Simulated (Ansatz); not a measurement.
Hg from a database of computed structures, 2 atoms and 40 valence electrons in a cell of about 50 Å³, was run 5 times in the plane-wave code Ansatz, each time on 2 threads of Arm Neoverse V1 (shared host). The times are single readings and vary with the host's load.

```
                     run  k mesh  irreducible k  cutoff (eV)  plane waves  bands  SCF iterations  wall time  peak host memory (GiB)
  relaxation, PBE-D3(BJ)   8×4×8            102          420          975     24             113          ?                       ?
relaxation, r2SCAN+rVV10   8×4×8            102          500         1251     24              30          ?                       ?
              bands, PBE   8×6×8            136          420          951     24               6      5.4 s                    0.39
    single point, r2SCAN   8×6×8            136          500         1251     24               6       13 s                    0.52
     single point, HSE06   6×4×6             60          420          951     24              15       43 s                     1.5
```

Q: What time and memory did the runs marked ? need?

A:
```csv
run,wall time,peak host memory (GiB)
"relaxation, r2SCAN+rVV10",48 s,0.56
"relaxation, PBE-D3(BJ)",62 s,0.41
```
